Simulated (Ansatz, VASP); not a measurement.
**One calculation of InAs2, two programs**

```xyz
6
Lattice="4.8002 0.0000 0.0000 -2.4001 4.1571 0.0000 0.0000 0.0000 7.5925" Properties=species:S:1:pos:R:3 pbc="T T T"
In    0.0000    0.0000    1.8981
In    0.0000    0.0000    5.6944
As    0.0000    2.7714    3.4470
As    2.4001    1.3857    7.2433
As    0.0000    2.7714    0.3493
As    2.4001    1.3857    4.1455
```

Change from the starting cell: species swapped into the EuIn2 type (P6_3/mmc, No. 194).

Alike in both runs: task single point; functional PBE; k mesh 6 × 6 × 2; occupations gaussian, width 0.1 eV; no spin polarisation.

|  | VASP | Ansatz |
| --- | --- | --- |
| version | VASP 6.6.1 | Ansatz 0.2.0 |
| potentials or method | VASP PAW PBE potentials, release 64 (In_d, As) | scalar-relativistic, plane waves, PAW |
| plane-wave cutoff (eV) | 520 | 420 |
| valence electrons in the cell | 46 | 86 |

|  | VASP | Ansatz | Ansatz less VASP |
| --- | --- | --- | --- |
| gap on the k mesh at the Fermi level (eV) | none | none | - |
| pressure (GPa) | -2.9 | -2.9 | -0.02 |
| largest component of the traceless stress (GPa) | 1.14 | 1.16 | +0.017 |
| rms of the force components (eV/Å) | 0.056 | 0.056 | -0.0004 |

Atom by atom the forces differ by 0.000 eV/Å (rms over components). A gap of «none» marks a metal or a gap that the smearing closes. The two sets of potentials don't hold the same shells in valence.

Caveats: the k mesh is coarse (spacing up to 0.41 Å⁻¹), so the values aren't converged.
